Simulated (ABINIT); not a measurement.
# AlAs (F-43m): G0W0 with ABINIT, start to end

Aim: the G0W0 gap of AlAs (F-43m) on PBE, step by step.

Main program and level: ABINIT 10.8.3; PBE and many-body steps on it, plane waves.

**The experiments to reproduce.**

- Gap 3.018 eV: lowest direct gap at Gamma; earlier measurement quoted from literature, technique not stated; 300 K; bulk crystal (pure AlAs, literature value used as model input) (quoted in “Simultaneous Measurement of Mid-Infrared Refractive Indices in Thin-Film Heterostructures: Methodology and Results for GaAs/AlGaAs”, 2023, arxiv:2301.08293).

## (1) Starting point

The structure is cubic, space group F-43m (No. 216). Conventional cell: a = 5.661 Å, b = 5.661 Å, c = 5.661 Å, α = 90.00°, β = 90.00°, γ = 90.00°. Nearest to Al lie 4 As at 2.45 Å. Nearest to As lie 4 Al at 2.45 Å. Farther neighbours are not listed.

The cell and positions come from the Crystallography Open Database and are kept as given unless a step says otherwise.

## (2) Ground state

This step: ABINIT 10.8.3; DFT, PBE, plane waves, norm-conserving pseudopotentials.

The ground-state density comes first.

run.abi reads:

```
acell 3*1.0 Angstrom
rprim 
  0.000000000000 2.830400000000 2.830400000000
  2.830400000000 0.000000000000 2.830400000000
  2.830400000000 2.830400000000 -0.000000000000
ntypat 2
znucl 13 33
natom 2
typat 1 2
xred 
  0.000000000000 0.000000000000 0.000000000000
  0.250000000000 0.250000000000 0.250000000000
pp_dirpath "pseudos"
pseudos "Al.upf, As.upf"
ecut 44
ngkpt 6 6 6
nshiftk 1
shiftk 0 0 0
kptopt 1
chksymbreak 0
nband 18
occopt 1
tolvrs 1e-10
nstep 60
prtwf 0
optforces 0
optstress 0
indata_prefix "in"
outdata_prefix "out"
tmpdata_prefix "tmp"
```

Started as:

```bash
OMP_NUM_THREADS=1 mpirun -n 4 abinit run.abi > log
```

Numbers of over 12 decimals in the logs are rounded to 6 here.

The program printed:

```text
.Version 10.8.3 of ABINIT. v10.8.2 released Aug 2026.

 Symmetries : space group F-4 3 m (#216); Bravais cF (face-center cubic)
================================================================================
 Values of the parameters that define the memory need of the present run
     intxc =       0    ionmov =       0      iscf =       7    lmnmax =       6
     lnmax =       6     mgfft =      48  mpssoang =       3    mqgrid =    3001
     natom =       2  nloc_mem =       1    nspden =       1   nspinor =       1
    nsppol =       1      nsym =      24    n1xccc =    2501    ntypat =       2
    occopt =       1   xclevel =       2
-    mband =          18        mffmem =           1         mkmem =           4
       mpw =        4285          nfft =      110592          nkpt =          16
================================================================================
  Rough estimation (10% accuracy) of disk space for files :
================================================================================

--------------------------------------------------------------------------------
------------- Echo of variables that govern the present computation ------------
--------------------------------------------------------------------------------
 -outvars: echo values of preprocessed input variables --------
            acell      1.8897261259E+00  1.8897261259E+00  1.8897261259E+00 Bohr

      chksymbreak           0
             ecut      4.40000000E+01 Hartree
-          fftalg         312

              ixc     -101130
              kpt      0.00000000E+00  0.00000000E+00  0.00000000E+00
                       1.66666667E-01  0.00000000E+00  0.00000000E+00
                       3.33333333E-01  0.00000000E+00  0.00000000E+00
                       5.00000000E-01  0.00000000E+00  0.00000000E+00
                       1.66666667E-01  1.66666667E-01  0.00000000E+00
                       3.33333333E-01  1.66666667E-01  0.00000000E+00
                       5.00000000E-01  1.66666667E-01  0.00000000E+00
                      -3.33333333E-01  1.66666667E-01  0.00000000E+00
                      -1.66666667E-01  1.66666667E-01  0.00000000E+00
   [... 5 further rows ...]
                      -3.33333333E-01  3.33333333E-01  1.66666667E-01
                      -3.33333333E-01  5.00000000E-01  1.66666667E-01
         kptrlatt        6    0    0      0    6    0      0    0    6
          kptrlen      4.53850618E+01
P           mkmem           4
            natom           2
            nband          18
            ngfft          48      48      48
             nkpt          16
            nstep          60
             nsym          24
           ntypat           2
              occ      2.000000  2.000000  2.000000  2.000000  2.000000  2.000000
                       2.000000  2.000000  2.000000  2.000000  2.000000  2.000000
                       2.000000  0.000000  0.000000  0.000000  0.000000  0.000000
        optforces           0
        optstress           0
            prtwf           0
            rprim      0.0000000000E+00  2.8304000000E+00  2.8304000000E+00
[...]
spgroup         216

           tolvrs      1.00000000E-10

             xred      0.0000000000E+00  0.0000000000E+00  0.0000000000E+00
[...]
znucl       13.00000   33.00000

================================================================================

 chkinp: Checking input parameters for consistency.

================================================================================
== DATASET  1 ==================================================================
-   mpi_nproc: 4, omp_nthreads: 1 (-1 if OMP is not activated)

--- !DatasetInfo
iteration_state: {dtset: 1, }
dimensions: {natom: 2, nkpt: 16, mband: 18, nsppol: 1, nspinor: 1, nspden: 1, mpw: 4285, }
cutoff_energies: {ecut:  44.0, pawecutdg:  -1.0, }
electrons: {nelect:   2.60000000E+01, charge:   0.00000000E+00, occopt:   1.00000000E+00, tsmear:   1.00000000E-02, }

 Real(R)+Recip(G) space primitive vectors, cartesian coordinates (Bohr,Bohr^-1):
 R(1)=  0.0000000  5.3486808  5.3486808  G(1)= -0.0934810  0.0934810  0.0934810
 R(2)=  5.3486808  0.0000000  5.3486808  G(2)=  0.0934810 -0.0934810  0.0934810
 R(3)=  5.3486808  5.3486808  0.0000000  G(3)=  0.0934810  0.0934810 -0.0934810
 Unit cell volume ucvol=  3.0603426E+02 bohr^3
 Angles (23,13,12)=  6.00000000E+01  6.00000000E+01  6.00000000E+01 degrees

 getcut: wavevector=  0.0000  0.0000  0.0000  ngfft=  48  48  48
         ecut(hartree)=     44.000   => boxcut(ratio)=   2.12514

--- Pseudopotential description ------------------------------------------------
- Al Generated using ONCVPSP code by D. R. Hamann
- 13.00000   3.00000  171031                  znucl, zion, pspdat
12 -101130 2 -1 1876                          pspcod,pspxc,lmax,lloc,mmax
     nproj     2     2     2
  pspatm : epsatm=    4.08140545
         --- l  ekb(1:nproj) -->
[...]
pspatm: atomic psp has been read  and splines computed

- As Generated using ONCVPSP code by D. R. Hamann
- 33.00000  23.00000  171031                  znucl, zion, pspdat
12 -101130 2 -1 1358                          pspcod,pspxc,lmax,lloc,mmax
     nproj     2     2     2
  pspatm : epsatm=   24.77333152
         --- l  ekb(1:nproj) -->
[...]
2  -10.105298   -4.355719
 pspatm: atomic psp has been read  and splines computed

   7.50223161E+02                                ecore*ucvol(ha*bohr**3)
--------------------------------------------------------------------------------

_setup2: Arith. and geom. avg. npw (full set) are    4268.069    4268.053

================================================================================

--- !BeginCycle
iteration_state: {dtset: 1, }
solver: {iscf: 7, nstep: 60, nline: 4, wfoptalg: 0, }
tolerances: {tolvrs: 1.00E-10, }

     iter   Etot(hartree)      deltaE(h)  residm     vres2
 ETOT  1  -305.83792721501    -3.058E+02 1.781E+00 1.091E+02
 ETOT  2  -307.54063345105    -1.703E+00 3.846E-02 4.777E+02
 ETOT  3  -307.58820697010    -4.757E-02 4.514E-03 1.198E+02
 ETOT  4  -307.60267746500    -1.447E-02 1.983E-03 7.179E-01
 ETOT  5  -307.60278660411    -1.091E-04 4.623E-04 1.376E-01
 ETOT  6  -307.60279977129    -1.317E-05 2.051E-04 3.428E-03
 ETOT  7  -307.60280014117    -3.699E-07 3.074E-04 2.423E-05
 ETOT  8  -307.60280014182    -6.482E-10 1.383E-04 1.331E-06
 ETOT  9  -307.60280014193    -1.093E-10 4.750E-04 1.362E-08
 ETOT 10  -307.60280014195    -1.813E-11 2.105E-04 4.006E-10
 ETOT 11  -307.60280014190     5.230E-11 5.717E-04 1.416E-11

 At SCF step   11       vres2   =  1.42E-11 < tolvrs=  1.00E-10 =>converged.

--- !ResultsGS
iteration_state: {dtset: 1, }
comment   : Summary of ground state results
lattice_vectors:
- [  0.0000000,   5.3486808,   5.3486808, ]
- [  5.3486808,   0.0000000,   5.3486808, ]
- [  5.3486808,   5.3486808,  -0.0000000, ]
lattice_lengths: [   7.56418,    7.56418,    7.56418, ]
lattice_angles: [ 60.000,  60.000,  60.000, ] # degrees, (23, 13, 12)
lattice_volume:   3.0603426E+02
convergence: {deltae:  5.230E-11, res2:  1.416E-11, residm:  5.717E-04, diffor:  0.000E+00, }
etotal    :  -3.07602800E+02
entropy   :   0.00000000E+00
fermie    :   1.62937956E-01
cartesian_stress_tensor: null
pressure_GPa: null
xred      :
- [  0.0000E+00,   0.0000E+00,   0.0000E+00, Al]
- [  2.5000E-01,   2.5000E-01,   2.5000E-01, As]
cartesian_forces: null
force_length_stats: {min: null, max: null, mean: null, }

 Integrated electronic density in atomic spheres:
 ------------------------------------------------
 Atom  Sphere_radius  Integrated_density
    1        2.00000          0.89324871
    2        2.00000         20.42847242
================================================================================

 ----iterations are completed or convergence reached----

 Mean square residual over all n,k,spin=   19.976E-07; max=  57.169E-05
 reduced coordinates (array xred) for    2 atoms
       0.000000000000      0.000000000000      0.000000000000
       0.250000000000      0.250000000000      0.250000000000
 rms dE/dt=  0.0000E+00; max dE/dt=  0.0000E+00; dE/dt below (all hartree)
    1       0.000000000000      0.000000000000      0.000000000000
    2       0.000000000000      0.000000000000      0.000000000000

 cartesian coordinates (angstrom) at end:
    1      0.000000     0.000000     0.000000
    2      1.415200     1.415200     1.415200
 length scales=  1.889726125908  1.889726125908  1.889726125908 bohr
              =  1.000000000000  1.000000000000  1.000000000000 angstroms
 prteigrs : about to open file out_EIG
 Fermi (or HOMO) energy (hartree) =   0.16294   Average Vxc (hartree)=  -0.34175
 Eigenvalues (hartree) for nkpt=  16  k points:
 kpt#   1, nband= 18, wtk=  0.00463, kpt=  0.0000  0.0000  0.0000 (reduced coord)
  -6.60227   -4.52014   -4.52014   -4.52014   -1.10161   -1.10161   -1.10161   -1.10116
  -1.10116   -0.27342    0.16294    0.16294    0.16294    0.23806    0.32071    0.32071
   0.32071    0.49221
 prteigrs : prtvol=0 or 1, do not print more k-points.

--- !EnergyTerms
iteration_state     : {dtset: 1, }
comment             : Components of total free energy in Hartree
kinetic             :  1.37119837832260E+02
hartree             :  1.42563149355410E+02
xc                  : -2.87496217684736E+01
Ewald energy        : -1.20465356001332E+02
psp_core            :  2.45143523140035E+00
local_psp           : -3.63462351889630E+02
non_local_psp       : -7.70598929015318E+01
total_energy        : -3.07602800141897E+02
total_energy_eV     : -8.37029860500645E+03
band_energy         : -5.14080203324395E+01

== END DATASET(S) ==============================================================
================================================================================

 -outvars: echo values of variables after computation  --------
           etotal     -3.0760280014E+02
            nband          18
             nkpt          16
          spgroup         216
 [... the other variables as echoed above ...]

 Calculation completed.
```

Elapsed: 14 s, on 4 MPI ranks of Arm Neoverse V1, shared host; peak memory 0.38 GiB; 58 s of CPU time.

This step gave:

- total energy: -8370.2986 eV
- gap: 1.436 eV
- k of the valence top: 0, 0, 0
- k of the conduction bottom: 0.5, 0.5, 0
- least direct gap: 2.044 eV

The gap is indirect, with the least direct gap 0.61 eV higher.

(Part 1 of 3 ends here.)

[Paths, hosts, dates, memory and timing lines, banners, echoed tables and standing remarks are left out of the program output.]

[Logs are printed without paths, hosts, clocks, repeated set-up lines and the standing remarks that a program may print on its own settings, such as how far it seeks lower states.]

[Runs of the session that timed out or met a known fault of the program may be left out.]

[Hosts, paths, dates, database ids (printed as entryN), source tags and the programs' standing remarks are cut or masked in the printed files.]

[G0W0 gaps are taken among the corrected bands and points alone; a level outside them can change the order at an edge.]

[Where Ansatz stands beside ABINIT at settings called matched, ABINIT's density can come from a denser mesh and the files from another edition; pairs whose starting gaps differed by over 0.03 eV were left out, so agreement reads better than it is.]
